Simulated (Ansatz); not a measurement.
# SiO2: the cost of one run

Code: Ansatz 0.2.0. PAW datasets, plane waves. The structure was generated, not taken from experiment, and needn't be the ground state; spin polarisation is off.

### Step 1. The system as given

The unstrained cell was relaxed with r2SCAN; in each strained cell the atoms were relaxed again with r2SCAN. Names of k-points are those of the unstrained zone, where strain can split equivalent points. First state: no strain.

In-plane lattice: a = 2.599 Å, b = 2.599 Å, γ = 120.0°; thickness between the outer nuclei 2.14 Å. Near Si stand 6 O at 1.84 Å; near O stand 3 Si at 1.84 Å.

Structure file:

```cif
data_structure
_symmetry_space_group_name_H-M 'P 1'
_symmetry_Int_Tables_number 1
_cell_length_a 2.5990
_cell_length_b 2.5990
_cell_length_c 28.1291
_cell_angle_alpha 90.000
_cell_angle_beta 90.000
_cell_angle_gamma 120.000
_cell_volume 164.55
loop_
_atom_site_label
_atom_site_type_symbol
_atom_site_fract_x
_atom_site_fract_y
_atom_site_fract_z
_atom_site_occupancy
Si1 Si 0.33333 0.66667 0.31995 1
O1 O 0.66667 0.33333 0.35799 1
O2 O 0.66667 0.33333 0.28191 1
```
Two periodic directions, a and b.

### Step 2. No strain: PBE

input.yaml

```yaml
crystal:
  lattice:
    - [2.5989702653, 0.0, 0.0]
    - [-1.2994851326, 2.2507742734, 0.0]
    - [0.0, 0.0, 28.1290830376]
  atoms:
    - { symbol: Si, position: [0.3333333333, 0.6666666667, 0.3199535508] }
    - { symbol: O, position: [0.6666666667, 0.3333333333, 0.3579923214] }
    - { symbol: O, position: [0.6666666667, 0.3333333333, 0.2819147803] }
  periodic: [true, true, false]
kpoints:
  mp_grid: { grid: [12, 12, 1] }
  band_path:
    path: [[0.0, 0.0, 0.0], [0.5, 0.0, 0.0], [0.3333333333, 0.3333333333, 0.0]]
    npoints: 1
hamiltonian:
  xc: pbe
scf:
  occupations: { method: fermi_dirac, width: 0.02 }
  n_extra_bands: 4
output:
  forces: true
  stress: true
  eigenvalues: true
```

The run is started by

```bash
ansatz run input.yaml --threads 4 --pin off --max-ram 5529MiB --backend cpu --events-out ev --progress --plain --runs-dir out
```

**Question.** How long does this run take on 4 threads of Intel Xeon Platinum 8259CL at 2.50GHz (Skylake/Cascade Lake), shared host, and how much memory does it need?

About 3.2 s, with a peak of 0.45 GiB.
